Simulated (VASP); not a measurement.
# BiTe (R-3m) in VASP: notebook

One crystal, BiTe, is run at these levels: PBE; tasks: single point.

All numbers are computed with VASP 6.6.1; they aren't measurements. Logs are shortened: lines on timing, memory, paths and dates and some standing lists are left out, and cuts for length are marked.

## 1. Starting point

Symmetry: R-3m, No. 166, trigonal system. The conventional cell has a = 4.845 Å, b = 4.845 Å, c = 9.952 Å, α = 90.00°, β = 90.00°, γ = 120.00°. Bi (site symmetry -3m) is surrounded by 6 Te at 3.25 Å. Te (site symmetry -3m) is surrounded by 6 Bi at 3.25 Å.

The cell comes from a database or a generator and needn't be the stable form of this composition.

## 2. Single point, PBE

File INCAR:

```
PREC = Accurate
ENCUT = 450
EDIFF = 1E-7
ISMEAR = 0
SIGMA = 0.05
LREAL = F
LASPH = T
NELM = 100
ALGO = Normal
ISIF = 2
LWAVE = F
LCHARG = F
GGA = PE
NBANDS = 18
ADDGRID = T
```

File KPOINTS:

```
Automatic mesh
0
Gamma
  6 6 6
```

File POSCAR:

```
BiTe
1.0
    2.4227077728      1.3987509848      3.3172919545
   -2.4227077728      1.3987509848      3.3172919545
    0.0000000000     -2.7975019696      3.3172919545
Bi Te
1 1
Direct
    0.5000000000      0.5000000000      0.5000000000
    0.0000000000      0.0000000000      0.0000000000
```

Potentials or basis: VASP PAW PBE potentials, release 64 (Bi_d, Te).

Command:

```
$ cat potpaw_PBE.64/Bi_d/POTCAR potpaw_PBE.64/Te/POTCAR > POTCAR
$ mpirun -np 1 vasp_std > vasp.out
```

OUTCAR:

```text
PREC = Accurate
   ENCUT = 450
   EDIFF = 1E-7
   ISMEAR = 0
   LREAL = F
   LASPH = T
   NELM = 100
   ISIF = 2
   GGA = PE

 Found     32 irreducible k-points:

 Following reciprocal coordinates:
            Coordinates               Weight
  0.000000  0.000000  0.000000      1.000000
  0.166667 -0.000000  0.000000      6.000000
  0.333333 -0.000000  0.000000      6.000000
  0.500000 -0.000000  0.000000      3.000000
  0.166667  0.166667  0.000000      6.000000
  0.333333  0.166667  0.000000     12.000000
   k-points           NKPTS =     32   k-points in BZ     NKDIM =     32   number of bands    NBANDS=     18
   number of dos      NEDOS =    301   number of ions     NIONS =      2
   total plane-waves  NPLWV =  27000
   dimension x,y,z NGX =    30 NGY =   30 NGZ =   30
   dimension x,y,z NGXF=    60 NGYF=   60 NGZF=   60
   ions per type =               1   1
   NGX,Y,Z   is equivalent  to a cutoff of  11.49, 11.49, 11.49 a.u.
   NGXF,Y,Z  is equivalent  to a cutoff of  22.99, 22.99, 22.99 a.u.
 SYSTEM =  unknown system
   PREC   = accura    normal or accurate (medium, high low for compatibility)
   ISTART =      0    job   : 0-new  1-cont  2-samecut
   ICHARG =      2    charge: 1-file 2-atom 10-const
   ISPIN  =      1    spin polarized calculation?
   LNONCOLLINEAR =      F non collinear calculations
   LSORBIT =      F    spin-orbit coupling
   LASPH  =      T    aspherical Exc in radial PAW
   ENCUT  =  450.0 eV  33.07 Ry    5.75 a.u.   7.51  7.51  7.51*2*pi/ulx,y,z
   NELM   =    100;   NELMIN=  2; NELMDL= -5     # of ELM steps
   EDIFF  = 0.1E-06   stopping-criterion for ELM
[... 30 lines left out ...]
 non-spin polarized calculation
 Gauss-broadening in eV      SIGMA  =   0.05
  energy-cutoff  :      450.00
  volume of cell :       67.45
 maximum number of plane-waves:      1487
   NGX = 15   NGY = 15   NGZ = 15

 number of electron      21.0000000 magnetization

 Free energy of the ion-electron system (eV)
  ---------------------------------------------------
  ext. energy  EPLUGINS =         0.00000000
  ---------------------------------------------------
  free energy    TOTEN  =        -7.18430662 eV

  energy without entropy =       -7.18222462  energy(sigma->0) =       -7.18326562

 E-fermi :   6.6436     XC(G=0):  -9.4787

 val. band max:        6.6301044567   @ k =   0.5000   0.3333   0.1667
 cond. band min:       6.6758018114   @ k =   0.3333   0.3333   0.1667
 fundamental gap:      0.0456973547
 Fermi energy:         6.6435588152

 k-point     1 :       0.0000    0.0000    0.0000
  band No.  band energies     occupation
      1     -16.5620      2.00000
      2     -16.5620      2.00000
      3     -16.5492      2.00000
      4     -16.5492      2.00000
      5     -16.5345      2.00000
      6      -6.8132      2.00000
      7      -1.6069      2.00000
      8       3.7572      2.00000
      9       3.7572      2.00000
     10       5.0586      2.00000
     11       8.5474      0.00000
     12       9.1783      0.00000
     13       9.1783      0.00000
     14      10.7414      0.00000
     15      10.7414      0.00000
     16      12.8936      0.00000
     17      13.3154      0.00000
     18      13.5490      0.00000

 k-point     2 :       0.1667   -0.0000    0.0000
  band No.  band energies     occupation
      1     -16.5619      2.00000
      2     -16.5615      2.00000
      3     -16.5506      2.00000
      4     -16.5475      2.00000
      5     -16.5339      2.00000
      6      -6.5774      2.00000
      7      -2.1839      2.00000
      8       3.9141      2.00000
      9       4.1037      2.00000
     10       4.9753      2.00000
     11       7.7457      0.00000
     12       8.2767      0.00000
     13       8.4530      0.00000
     14      11.1263      0.00000
     15      11.3367      0.00000
     16      13.1575      0.00000
     17      14.1921      0.00000
     18      14.6054      0.00000

 k-point     3 :       0.3333   -0.0000    0.0000
  band No.  band energies     occupation
      1     -16.5621      2.00000
      2     -16.5607      2.00000
      3     -16.5529      2.00000
      4     -16.5445      2.00000
      5     -16.5317      2.00000
      6      -5.8873      2.00000
      7      -3.4492      2.00000
      8       4.3681      2.00000
      9       4.6084      2.00000
     10       5.1936      2.00000
     11       6.4488      2.00000
     12       6.8706      0.00000
     13       7.4926      0.00000
     14      12.1241      0.00000
     15      12.2186      0.00000
     16      14.6826      0.00000
     17      15.4294      0.00000
     18      16.3739      0.00000

 k-point     4 :       0.5000   -0.0000    0.0000
  band No.  band energies     occupation
      1     -16.5624      2.00000
      2     -16.5607      2.00000
      3     -16.5536      2.00000
      4     -16.5435      2.00000
      5     -16.5300      2.00000
      6      -4.9064      2.00000
      7      -4.6813      2.00000
      8       4.8105      2.00000
      9       4.8462      2.00000
     10       5.6361      2.00000
     11       5.7163      2.00000
     12       6.0686      2.00000
     13       6.9836      0.00000
     14      13.3708      0.00000
     15      13.5354      0.00000
     16      13.5847      0.00000
     17      14.5161      0.00000
     18      17.3227      0.00000

 k-point     5 :       0.1667    0.1667    0.0000
  band No.  band energies     occupation
      1     -16.5632      2.00000
      2     -16.5607      2.00000
      3     -16.5504      2.00000
      4     -16.5458      2.00000
      5     -16.5341      2.00000
      6      -6.4842      2.00000
      7      -2.1986      2.00000
      8       3.2688      2.00000
      9       4.1628      2.00000
     10       5.2123      2.00000
     11       6.5151      1.99972
     12       8.9371      0.00000
     13       9.3441      0.00000
     14      10.4733      0.00000
     15      12.0257      0.00000
     16      12.9819      0.00000
     17      13.5258      0.00000
     18      13.8846      0.00000

 k-point     6 :       0.3333    0.1667    0.0000
  band No.  band energies     occupation
      1     -16.5642      2.00000
      2     -16.5602      2.00000
      3     -16.5518      2.00000
      4     -16.5425      2.00000
      5     -16.5324      2.00000
      6      -5.9497      2.00000
      7      -3.0419      2.00000
      8       3.2801      2.00000
      9       4.1322      2.00000
     10       4.1786      2.00000
     11       6.9779      0.00000
     12       8.2264      0.00000
     13       9.1145      0.00000
     14      10.3838      0.00000
     15      13.0091      0.00000
     16      14.5086      0.00000
     17      14.8720      0.00000
     18      15.5843      0.00000

 [... further k-points ...]
[... 5 lines left out ...]
  --------------------------------------------------------------------------------------
  -------------------------------------------------------------------------------------
  Total       -0.0014876     -0.0014876     -0.1340074      0.0000000     -0.0000000      0.0000000
  in kB       -0.0353361     -0.0353361     -3.1831921      0.0000000     -0.0000000      0.0000000
  external PRESSURE =      -1.0846214 kB  Pullay stress =       0.0000000 kB

 VOLUME and BASIS-vectors are now :
 -----------------------------------------------------------------------------
  energy-cutoff  :      450.00
  volume of cell :       67.45
      direct lattice vectors                 reciprocal lattice vectors
     2.422707773  1.398750985  3.317291954     0.206380648  0.119153923  0.100483568
    -2.422707773  1.398750985  3.317291954    -0.206380648  0.119153923  0.100483568
     0.000000000 -2.797501970  3.317291954     0.000000000 -0.238307845  0.100483568

 POSITION                                       TOTAL-FORCE (eV/Angst)
 -----------------------------------------------------------------------------------
      0.00000      0.00000      4.97594         0.000000     -0.000000     -0.000000
      0.00000      0.00000      0.00000        -0.000000      0.000000      0.000000
 -----------------------------------------------------------------------------------
    total drift:                               -0.000000      0.000000      0.000000

  FREE ENERGIE OF THE ION-ELECTRON SYSTEM (eV)
  ---------------------------------------------------
  free  energy   TOTEN  =        -7.1843066219 eV

  energy  without entropy=       -7.1822246170  energy(sigma->0) =       -7.18326562
```

It took 24 s on 1 thread of Intel Xeon 6975P-C (Granite Rapids), shared host; peak memory 0.27 GiB.

The run converged, but some of its settings lie outside the range that counts as converged, so its numbers aren't taken as properties of the crystal.

What came out:

```
Free energy            : -7.1843 eV
Pressure               : -0.1 GPa
Band gap on the k mesh : none (metal or under the smearing width)
```

Caveat: spin-orbit coupling is left out, which moves the levels of the heavy elements.

## 3. Single point, PBE

INCAR is that of step 2.

KPOINTS is that of step 2.

File POSCAR:

```
BiTe
1.0
    2.4227077728      1.3987509848      3.3172919545
   -2.4227077728      1.3987509848      3.3172919545
    0.0000000000     -2.7975019696      3.3172919545
Bi Te
1 1
Direct
    0.5120250000      0.5038480000      0.5048510000
   -0.0040940000     -0.0152210000     -0.0035880000
```

Potentials or basis: VASP PAW PBE potentials, release 64 (Bi_d, Te).

Command:

```
$ cat potpaw_PBE.64/Bi_d/POTCAR potpaw_PBE.64/Te/POTCAR > POTCAR
$ mpirun -np 1 vasp_std > vasp.out
```

Run time: 85 s. Hardware: 1 thread of Intel Xeon 6975P-C (Granite Rapids), shared host; peak memory 0.32 GiB.

These settings aren't checked as converged: the numbers below hold their error.

Results:

```
Free energy            : -7.1682 eV
Pressure               : 0.1 GPa
Largest force          : 0.233 eV/Å
Band gap on the k mesh : none (metal or under the smearing width)
```

Caveat: spin-orbit coupling is left out, which moves the levels of the heavy elements.

## 4. Single point, PBE

INCAR, as its differences from that of step 3:

```diff
@@ -6,3 +6,3 @@
 LREAL = F
-LASPH = T
+LASPH = F
 NELM = 100
@@ -14,2 +14,2 @@
 NBANDS = 18
-ADDGRID = T
+ADDGRID = F
```

KPOINTS is that of step 3.

File POSCAR:

```
BiTe
1.0
    2.4227077728      1.3987509848      3.3172919545
   -2.4227077728      1.3987509848      3.3172919545
    0.0000000000     -2.7975019696      3.3172919545
Bi Te
1 1
Direct
    0.5000000000      0.5000000000      0.5000000000
    0.0000000000      0.0000000000      0.0000000000
```

Command:

```
$ cat potpaw_PBE.64/Bi_d/POTCAR potpaw_PBE.64/Te/POTCAR > POTCAR
$ mpirun -np 1 vasp_std > vasp.out
```

It took 18 s on 1 thread of Intel Xeon 6975P-C (Granite Rapids), shared host; peak memory 0.18 GiB.

The run converged, but some of its settings lie outside the range that counts as converged, so its numbers aren't taken as properties of the crystal.

Results:

```yaml
Free_energy: -7.1842 eV
Pressure: -0.1 GPa
Band_gap_on_the_k_mesh: none (metal or under the smearing width)
```

Caveat: spin-orbit coupling is left out, which moves the levels of the heavy elements.
